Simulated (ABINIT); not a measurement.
# ZnSe (Stilleite) (F-43m) in ABINIT: convergence with pawecutdg

Aim: find how far pawecutdg must go before the results for ZnSe (Stilleite) settle, at BLYP. This setting moves, with any that are tied to it; all else stays.

Program: ABINIT 10.8.3 (patched build). These are calculated values, not measurements. Logs are shortened: lines on timing, memory, paths and dates and some standing lists are left out, and cuts for length are marked. The log counts tension as positive stress, the text compression.

## (1) The structure

The structure is cubic, space group F-43m (No. 216). The conventional cell has a = 5.668 Å, b = 5.668 Å, c = 5.668 Å, α = 90.00°, β = 90.00°, γ = 90.00°. Se (site symmetry -43m) is surrounded by 4 Zn at 2.45 Å. Zn (site symmetry -43m) is surrounded by 4 Se at 2.45 Å.

## (2) With pawecutdg 22.7

Contents of run.abi:

```
# Pseudopotentials
pp_dirpath "./"
pseudos "Se.GGA_PBE-JTH.xml, Zn.GGA_PBE-JTH.xml"

# Structure
acell 4.0075983931 4.0075983931 4.0075983931 Angstrom
rprim
     0.0000000000     0.7071067812     0.7071067812
     0.7071067812     0.0000000000     0.7071067812
     0.7071067812     0.7071067812     0.0000000000
ntypat 2
znucl 34 30
natom 2
typat 1 2
xred
     0.7500000000     0.7500000000     0.7500000000
     0.0000000000     0.0000000000     0.0000000000

# Plane-wave basis
ecut 598.650497 eV
pawecutdg 22.7
pawxcdev 0

# k points
kptopt 1
ngkpt 8 8 8
nshiftk 1
shiftk 0.0 0.0 0.0

# Exchange and correlation
ixc -106131

# Bands and occupations
nband 13
occopt 7
tsmear 0.00367493

# SCF cycle
nstep 100
tolvrs 1.0e-9

# Output
iomode 3
prtwf 0
prtden 0
prteig 0
prtebands 0
```

Potentials or basis: JTH PAW PBE v2.0.

Run with:

```sh
$ abinit run.abi > log 2>&1
```

run.abo:

```text
.Version 10.8.3 of ABINIT
 Symmetries : space group F-4 3 m (#216); Bravais cF (face-center cubic)
================================================================================
 Values of the parameters that define the memory need of the present run
     intxc =       0    ionmov =       0      iscf =      17    lmnmax =      18
     lnmax =       6     mgfft =      32  mpssoang =       3    mqgrid =    3001
     natom =       2  nloc_mem =       2    nspden =       1   nspinor =       1
    nsppol =       1      nsym =      24    n1xccc =       1    ntypat =       2
    occopt =       7   xclevel =       2
       mpw =        1540          nfft =       32768          nkpt =          29
 PAW method is used; the additional fine FFT grid is defined by:
   mgfftf=        36    nfftf =     46656
================================================================================
================================================================================

--------------------------------------------------------------------------------
------------- Echo of variables that govern the present computation ------------
--------------------------------------------------------------------------------
 -outvars: echo values of preprocessed input variables --------
            acell      7.5732633856E+00  7.5732633856E+00  7.5732633856E+00 Bohr
              amu      7.89600000E+01  6.53900000E+01
             ecut      2.20000000E+01 Hartree
              ixc     -106131
         kptrlatt        8    0    0      0    8    0      0    0    8
          kptrlen      6.05861071E+01
            natom           2
            nband          13
            ngfft          32      32      32
          ngfftdg          36      36      36
             nkpt          29
            nstep         100
             nsym          24
           ntypat           2
           occopt           7
        pawecutdg      2.27000000E+01 Hartree
         pawxcdev           0
           prtden           0
        prtebands           0
           prteig           0
            prtwf           0
            rprim      0.0000000000E+00  7.0710678120E-01  7.0710678120E-01
                       7.0710678120E-01  0.0000000000E+00  7.0710678120E-01
                       7.0710678120E-01  7.0710678120E-01  0.0000000000E+00
          spgroup         216
           tolvrs      1.00000000E-09
           tsmear      3.67493000E-03 Hartree
            typat      1  2
           useylm           1
           xangst      4.2507000001E+00  4.2507000001E+00  4.2507000001E+00
                       0.0000000000E+00  0.0000000000E+00  0.0000000000E+00
            xcart      8.0326588436E+00  8.0326588436E+00  8.0326588436E+00
                       0.0000000000E+00  0.0000000000E+00  0.0000000000E+00
             xred      7.5000000000E-01  7.5000000000E-01  7.5000000000E-01
                       0.0000000000E+00  0.0000000000E+00  0.0000000000E+00
            znucl       34.00000   30.00000

================================================================================

 chkinp: Checking input parameters for consistency.

[... 140 lines left out ...]
       0.000000000000      0.000000000000      0.000000000000
 rms dE/dt=  2.3800E-29; max dE/dt=  3.3658E-29; dE/dt below (all hartree)
    1       0.000000000000      0.000000000000      0.000000000000
    2      -0.000000000000     -0.000000000000      0.000000000000

 cartesian coordinates (angstrom) at end:
    1      4.25070000013085     4.25070000013085     4.25070000013085
    2      0.00000000000000     0.00000000000000     0.00000000000000

 cartesian forces (hartree/bohr) at end:
    1      0.00000000000000     0.00000000000000    -0.00000000000000
    2     -0.00000000000000    -0.00000000000000     0.00000000000000
 frms,max,avg= 3.0088242E-30 4.7139215E-30   0.000E+00  0.000E+00  0.000E+00 h/b

 cartesian forces (eV/Angstrom) at end:
    1      0.00000000000000     0.00000000000000    -0.00000000000000
    2     -0.00000000000000    -0.00000000000000     0.00000000000000
 frms,max,avg= 1.5471996E-28 2.4239959E-28   0.000E+00  0.000E+00  0.000E+00 e/A
 length scales=  7.573263385587  7.573263385587  7.573263385587 bohr
              =  4.007598393100  4.007598393100  4.007598393100 angstroms
 Fermi (or HOMO) energy (hartree) =   0.13036   Average Vxc (hartree)=  -0.31680
 Eigenvalues (hartree) for nkpt=  29  k points:
 kpt#   1, nband= 13, wtk=  0.00195, kpt=  0.0000  0.0000  0.0000 (reduced coord)
  -0.37967   -0.13571   -0.13571   -0.13571   -0.12254   -0.12254    0.10840    0.10840
   0.10840    0.15416    0.32409    0.32409    0.32409
      occupation numbers for kpt#   1
   2.00000    2.00000    2.00000    2.00000    2.00000    2.00000    2.00000    2.00000
   2.00000    0.00000    0.00000    0.00000    0.00000
 prteigrs : prtvol=0 or 1, do not print more k-points.

--- !EnergyTerms
iteration_state     : {dtset: 1, }
comment             : Components of total free energy in Hartree
kinetic             :  1.00756370601096E+01
hartree             :  2.22454115284826E+01
xc                  : -8.01334950738025E+00
Ewald energy        : -4.39185504141465E+01
psp_core            :  2.31142131500866E+00
local_psp           : -7.61110230984168E+01
PAW spherical_terms :  1.95164714002647E+01
internal            : -7.38939817160778E+01
'-kT*entropy'       : -6.67794047693836E-18
total_energy        : -7.38939817160778E+01
total_energy_eV     : -2.01075767772965E+03
...

--- !EnergyTermsDC
iteration_state     : {dtset: 1, }
comment             : '"Double-counting" decomposition of free energy'
band_energy         : -1.86347474275687E+00
Ewald energy        : -4.39185504141465E+01
psp_core            :  2.31142131500866E+00
xc_dc               : -2.46253625375408E+01
PAW spherical_terms : -5.79801106901861E+00
internal            : -7.38939774484541E+01
'-kT*entropy'       : -6.67794047693836E-18
total_energy_dc     : -7.38939774484541E+01
total_energy_dc_eV  : -2.01075756160169E+03
...

--- !EnergyTermsWithPAWCore
iteration_state     : {dtset: 1, }
comment             : 'Components of total free energy, including PAW core contributions'
Total energy        : -4.22695919175280E+03
Total energy DC     : -4.22695918748518E+03
Total energy (eV)   : -1.15021419212785E+05
Total energy DC (eV): -1.15021419096657E+05
...

 Cartesian components of stress tensor (hartree/bohr^3)
  sigma(1 1)= -1.81091107E-04  sigma(3 2)=  0.00000000E+00
  sigma(2 2)= -1.81091107E-04  sigma(3 1)=  0.00000000E+00
  sigma(3 3)= -1.81091107E-04  sigma(2 1)=  0.00000000E+00

-Cartesian components of stress tensor (GPa)         [Pressure=  5.3279E+00 GPa]
- sigma(1 1)= -5.32788431E+00  sigma(3 2)=  0.00000000E+00
- sigma(2 2)= -5.32788431E+00  sigma(3 1)=  0.00000000E+00
- sigma(3 3)= -5.32788431E+00  sigma(2 1)=  0.00000000E+00

== END DATASET(S) ==============================================================
================================================================================

 -outvars: echo values of variables after computation  --------
            acell      7.5732633856E+00  7.5732633856E+00  7.5732633856E+00 Bohr
           etotal     -7.3893977448E+01
            fcart      1.5713071760E-30  1.5713071760E-30 -4.7139215281E-30
                      -1.5713071760E-30 -1.5713071760E-30  4.7139215281E-30
            rprim      0.0000000000E+00  7.0710678120E-01  7.0710678120E-01
                       7.0710678120E-01  0.0000000000E+00  7.0710678120E-01
                       7.0710678120E-01  7.0710678120E-01  0.0000000000E+00
           strten     -1.8109110707E-04 -1.8109110707E-04 -1.8109110707E-04
                       0.0000000000E+00  0.0000000000E+00  0.0000000000E+00
           xangst      4.2507000001E+00  4.2507000001E+00  4.2507000001E+00
                       0.0000000000E+00  0.0000000000E+00  0.0000000000E+00
             xred      7.5000000000E-01  7.5000000000E-01  7.5000000000E-01
                       0.0000000000E+00  0.0000000000E+00  0.0000000000E+00
 Calculation completed.
```

Wall time 38 s (1 thread of Arm Neoverse V2, shared host); peak memory 0.11 GiB.

What came out:

```
Free energy                                           : -2010.7576 eV
Pressure                                              : 5.3 GPa
Band gap on the k mesh                                : 1.25 eV, direct
Valence electrons inside the program's atomic spheres : Se 4.02; Zn 10.77
```

## (3) With pawecutdg 26.4

run.abi: that of step 2 with these lines changed.

```diff
@@ -20,3 +20,3 @@
 ecut 598.650497 eV
-pawecutdg 22.7
+pawecutdg 26.4
 pawxcdev 0
```

Potentials or basis: JTH PAW PBE v2.0.

Run with:

```sh
$ abinit run.abi > log 2>&1
```

It took 38 s on 1 thread of Arm Neoverse V2, shared host; peak memory 0.11 GiB.

It converged, with:

```yaml
Free_energy: -2010.7549 eV
Pressure: 5.5 GPa
Band_gap_on_the_k_mesh: 1.25 eV, direct
Valence_electrons_inside_the_program's_atomic_spheres: Se 4.02; Zn 10.77
```

## (4) With pawecutdg 33

run.abi: that of step 3 with these lines changed.

```diff
@@ -20,3 +20,3 @@
 ecut 598.650497 eV
-pawecutdg 26.4
+pawecutdg 33.0
 pawxcdev 0
```

Run with:

```sh
$ abinit run.abi > log 2>&1
```

Wall time 37 s (1 thread of Arm Neoverse V2, shared host); peak memory 0.11 GiB.

Results (log left out):

- Free energy: -2010.7555 eV
- Pressure: 5.4 GPa
- Band gap on the k mesh: 1.25 eV, direct
- Valence electrons inside the program's atomic spheres: Se 4.04; Zn 10.78

## (5) With pawecutdg 39.6

run.abi: that of step 4 with these lines changed.

```diff
@@ -20,3 +20,3 @@
 ecut 598.650497 eV
-pawecutdg 33.0
+pawecutdg 39.6
 pawxcdev 0
```

Run with:

```sh
$ abinit run.abi > log 2>&1
```

Run time: 39 s. Hardware: 1 thread of Arm Neoverse V2, shared host; peak memory 0.12 GiB.

Results (log left out):

| Quantity | Value |
| --- | --- |
| Free energy | -2010.7538 eV |
| Pressure | 5.4 GPa |
| Band gap on the k mesh | 1.25 eV, direct |
| Valence electrons inside the program's atomic spheres | Se 4.05; Zn 10.79 |

## (6) With pawecutdg 48.4

run.abi: that of step 5 with these lines changed.

```diff
@@ -20,3 +20,3 @@
 ecut 598.650497 eV
-pawecutdg 39.6
+pawecutdg 48.4
 pawxcdev 0
```

Potentials or basis: JTH PAW PBE v2.0.

Run with:

```sh
$ abinit run.abi > log 2>&1
```

Wall time 39 s (1 thread of Arm Neoverse V2, shared host); peak memory 0.12 GiB.

It converged, with:

| Property | Result |
| --- | --- |
| Free energy | -2010.7539 eV |
| Pressure | 5.4 GPa |
| Band gap on the k mesh | 1.25 eV, direct |
| Valence electrons inside the program's atomic spheres | Se 4.04; Zn 10.77 |

## (7) With pawecutdg 59.4

run.abi: that of step 6 with these lines changed.

```diff
@@ -20,3 +20,3 @@
 ecut 598.650497 eV
-pawecutdg 48.4
+pawecutdg 59.4
 pawxcdev 0
```

Run with:

```sh
$ abinit run.abi > log 2>&1
```

It took 39 s on 1 thread of Arm Neoverse V2, shared host; peak memory 0.13 GiB.

It converged, with:

* Free energy: -2010.7538 eV
* Pressure: 5.4 GPa
* Band gap on the k mesh: 1.25 eV, direct
* Valence electrons inside the program's atomic spheres: Se 4.05; Zn 10.77

## (8) With pawecutdg 72.6

run.abi: that of step 7 with these lines changed.

```diff
@@ -20,3 +20,3 @@
 ecut 598.650497 eV
-pawecutdg 59.4
+pawecutdg 72.6
 pawxcdev 0
```

Run with:

```sh
$ abinit run.abi > log 2>&1
```

It took 39 s on 1 thread of Arm Neoverse V2, shared host; peak memory 0.15 GiB.

It converged, with:

| Item | Value |
| --- | --- |
| Free energy | -2010.7536 eV |
| Pressure | 5.4 GPa |
| Band gap on the k mesh | 1.25 eV, direct |
| Valence electrons inside the program's atomic spheres | Se 4.03; Zn 10.78 |

## (9) Summary

| pawecutdg | energy less the tightest run, at zero smearing (meV/atom) | pressure (GPa) | SCF cycles | CPU time (s) | peak memory (GiB) |
| --- | --- | --- | --- | --- | --- |
| 22.7 | -1.97 | 5.33 | 28 | 38 | 0.11 |
| 26.4 | -0.62 | 5.54 | 28 | 38 | 0.11 |
| 33 | -0.96 | 5.40 | 27 | 37 | 0.11 |
| 39.6 | -0.08 | 5.39 | 29 | 39 | 0.12 |
| 48.4 | -0.13 | 5.41 | 28 | 39 | 0.12 |
| 59.4 | -0.10 | 5.39 | 28 | 39 | 0.13 |
| 72.6 | 0.00 | 5.39 | 27 | 39 | 0.15 |

Against the tightest run, the energy stays within 1 meV/atom from 26.4 on; the pressure stays within 0.1 GPa from 33 on. The tightest run that finished is the yardstick and may itself not be fully converged.

Caveats: the PAW data sets were made with another functional, which shifts forces and pressure a little.
